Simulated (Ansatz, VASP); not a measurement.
Mg in VASP and in Ansatz

INCAR

```
SYSTEM = Mg
PREC = Accurate
ENCUT = 520
EDIFF = 1E-6
ISMEAR = -1
SIGMA = 0.1
LREAL = .False.
LASPH = .True.
NELM = 60
ALGO = Normal
ISIF = 2
LWAVE = .False.
LCHARG = .False.
GGA = PE
NBANDS = 7
```

KPOINTS

```
regular mesh
0
Gamma
  14 14 13
  0 0 0
```

Contents of POSCAR:

```
Mg
1.0
    2.9810211058      0.0000000000      0.0000000000
   -1.4905105529      2.5816400068      0.0000000000
    0.0000000000      0.0000000000      2.9370705953
Mg
1
Direct
    0.0000000000      0.0000000000      0.0000000000
```

Input for Ansatz:

```yaml
crystal:
  lattice:
    - [2.9810211058, 0.0, 0.0]
    - [-1.4905105529, 2.5816400068, 0.0]
    - [0.0, 0.0, 2.9370705953]
  atoms:
    - { symbol: Mg, position: [0.0, 0.0, 0.0] }
kpoints:
  mp_grid: { grid: [14, 14, 13] }
scf:
  occupations: { method: fermi_dirac, width: 0.1 }
hamiltonian:
  xc: pbe
  pseudopotentials: { kind: all_electron, lapw: { basis_error: 0.001 } }
output:
  forces: true
  stress: true
  eigenvalues: true
  populations: true
```

Change from the starting cell: volume scaled by 0.88, LAPW.

Alike in both runs: task single point; functional PBE; k mesh 14 × 14 × 13; occupations fermi-dirac, width 0.1 eV; no spin polarisation.

|  | VASP | Ansatz |
| --- | --- | --- |
| version | VASP 6.6.1 | Ansatz 0.2.0 |
| potentials or method | VASP PAW PBE potentials, release 64 (Mg) | all-electron LAPW, scalar-relativistic |
| plane-wave cutoff (eV) | 520 | see its input |

```csv
,VASP,Ansatz,Ansatz less VASP
pressure (GPa),4.2,4.3,+0.06
```

Ansatz ran all-electron here, so the differences hold the error of VASP's frozen core and of both bases.
